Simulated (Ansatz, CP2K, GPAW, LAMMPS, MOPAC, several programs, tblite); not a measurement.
# What each method gives for SiO2 (P4_12_12)

SiO2 (from a published structure), relaxed with r2SCAN in Ansatz, was computed with several methods. It is tetragonal, P4_12_12 (No. 92); a = 4.979 Å, c = 6.915 Å in the conventional setting, 14.29 Å³ an atom. Si has 4 O at 1.61 Å; O has 2 Si at 1.61 Å. No spin polarisation; the structure comes from an open crystallographic database, the properties from the calculation.

```cif
data_structure
_symmetry_space_group_name_H-M 'P4_12_12'
_symmetry_Int_Tables_number 92
_cell_length_a 4.9792
_cell_length_b 4.9792
_cell_length_c 6.9149
_cell_angle_alpha 90.000
_cell_angle_beta 90.000
_cell_angle_gamma 90.000
_cell_volume 171.43
loop_
_atom_site_label
_atom_site_type_symbol
_atom_site_symmetry_multiplicity
_atom_site_Wyckoff_symbol
_atom_site_fract_x
_atom_site_fract_y
_atom_site_fract_z
_atom_site_occupancy
Si1 Si 4 a 0.30246 0.30246 0.00000 1
O1 O 8 b 0.23817 0.10927 0.18145 1
```

Gaps and times are for a single point on this cell; volume and bulk modulus come from each method's own relaxation or energy curve at fixed shape, which is too stiff where a cell has free coordinates or axes. Times are rough, from shared hosts (Arm Neoverse V1), and each method has its own mesh and cell size. A double dagger marks a value from a curve with shape and coordinates held. PM6 (MOPAC), PM7 (MOPAC), GFN1-xTB (tblite), GFN2-xTB (tblite) treat a cluster of cells at its zone centre, which samples few k points: where these miss a band edge, the gap comes out too large for that reason alone. Gaps from k meshes are read at a limited set of points (mesh, symmetry points, PBE's band edges), so each method's own least gap may be somewhat smaller. Force fields have no electrons; where one was fitted to this phase, its volume and modulus reflect the fit. xTB and the PM methods were fitted mostly to molecules, and can miss a solid's gap by electronvolts. Minimal bases can be far off for gaps. PBE/DZVP lies far from plane-wave PBE here, an effect of basis or sampling. GLLB-SC's gap includes the derivative discontinuity. d marks a direct gap, i an indirect one (no mark: not told apart), a dash a value that wasn't computed or didn't pass its checks.

```tsv
method	kind	gap (eV)	own volume (Å³/atom)	bulk modulus (GPa)	atoms computed	processor time
SiO.1997.vashishta (LAMMPS)	force field	–	13.55	55‡	12	0.11 s
SiO.tersoff (LAMMPS)	force field	–	15.31	142‡	12	0.12 s
non-self-consistent DFTB (CP2K)	tight binding	12.92 i	–	–	12	0.91 s
light PBE (260 eV and a coarse mesh)	light plane-wave	5.61 d	–	–	12	3.4 s
GFN1-xTB (tblite)	tight binding	9.37	15.19‡	152‡	96	3.5 s
GFN2-xTB (tblite)	tight binding	6.65	14.49‡	155‡	96	7.2 s
PM7 (MOPAC)	semi-empirical	10.23	13.52‡	210‡	96	9.2 s
PM6 (MOPAC)	semi-empirical	9.90	–	–	96	9.4 s
PBE/SZV (CP2K)	small basis	6.61 d	–	–	12	15 s
PBE	semilocal	5.73 d	15.29	156‡	12	28 s
PBE/DZVP (CP2K)	small basis	7.13 d	14.72‡	152‡	12	35 s
r2SCAN	semilocal	6.35 d	14.29	177‡	12	56 s
GLLB-SC (GPAW)	model potential	9.67	–	–	12	2.6 min
```

Against r2SCAN (6.35 eV) and with closed or daggered gaps left aside, the nearest gap at the points sampled is that of PBE/SZV (CP2K) (+0.26 eV) and the farthest that of non-self-consistent DFTB (CP2K) (+6.57 eV). r2SCAN is only a yardstick of convenience: semilocal gaps usually lie below measured ones, which GLLB-SC and hybrids aim to mend.

Volumes against r2SCAN's: SiO.1997.vashishta (LAMMPS) -5.2 %, SiO.tersoff (LAMMPS) +7.1 %, PBE +7.0 %.

Runs without a result: non-self-consistent DFTB (CP2K) (relaxation).
